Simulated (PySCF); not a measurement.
**TDDFT beside published excitation energies**

Published values to compare with (the computed states carry no symmetry labels, so the two lists aren't matched line by line):

```csv
state,E (eV),f,kind of transition,source
3A2(n→π*),4.05,,vertical absorption,[1]
3A2(n→π*),4.13,,vertical absorption,[2]
3A2(n→π*),4.15,,band maximum or as reported,[3]
1A2(n→π*),4.40,,vertical absorption,[1]
1A2(n→π*),4.47,,vertical absorption,[2]
1A2(n→π*),4.48,,band maximum or as reported,[3]
3A1(π→π*),6.03,,vertical absorption,[1]
3A1(π→π*),6.25,,vertical absorption,[2]
1B2(n→3s),6.36,,band maximum or as reported,[3]
1B2(n→3s),6.46,0.000,vertical absorption,[2]
1A2(n→3p),7.36,,band maximum or as reported,[3]
1A1(n→3p),7.41,,band maximum or as reported,[3]
1B2(n→3p),7.45,,band maximum or as reported,[3]
1A2(n→3p),7.47,,vertical absorption,[2]
1A1(n→3p),7.51,0.004,vertical absorption,[2]
1B2(n→3p),7.62,0.029,vertical absorption,[2]
1B1(σ→π*),9.17,,vertical absorption,[1]
1A1(π→π*),9.65,,vertical absorption,[1]
```

[1] computed, CC3/TZVP, gas; arXiv:2401.06101 (2024), CC3 reference column of Thiel's set
[2] computed, theoretical best estimate (aug-cc-pVTZ, frozen core, CC3 geometry), gas; Veril, Scemama, Caffarel, Lipparini, Boggio-Pasqua, Jacquemin, Loos, WIREs Comput. Mol. Sci. 2021, 11, e1517 (QUESTDB)
[3] measured, gas; Loos, Lipparini, Boggio-Pasqua, Scemama, Jacquemin (2019), arXiv:1912.04173, literature columns

Compound: acetone, C3H6O.
SMILES: `CC(C)=O`

Computed with TDDFT CAM-B3LYP/aug-cc-pVTZ, vertical, gas phase, core orbitals frozen in the response in PySCF 2.14.0, density-fitted response routines. Isolated species at its PBE0-D3(BJ)/def2-TZVP geometry, gas phase.

Computed singlets: 4.52 eV (f 0.000); 6.38 eV (f 0.030); 7.33 eV (f 0.000); 7.35 eV (f 0.000); 7.44 eV (f 0.004); 7.88 eV (f 0.033); 8.06 eV (f 0.045); 8.21 eV (f 0.011); 8.45 eV (f 0.008); 8.50 eV (f 0.014). Computed triplets (Tamm–Dancoff): 3.96, 6.07, 6.31, 7.25 eV.

Q: How does the lowest computed singlet compare with the best estimate listed for the lowest singlet (vertical absorption)?

A: 4.52 eV against 4.47 eV for 1A2(n→π*) [2]: a difference of +0.05 eV. Geometry and basis of the two calculations needn't be the same.

Q: How does the lowest computed triplet compare with the best estimate listed for the lowest triplet (vertical absorption)?

A: 3.96 eV against 4.13 eV for 3A2(n→π*) [2]: a difference of -0.17 eV. Geometry and basis of the two calculations needn't be the same.

A measured band maximum holds vibronic effects and, in solution, solvent shifts, so it needn't equal the vertical energy.
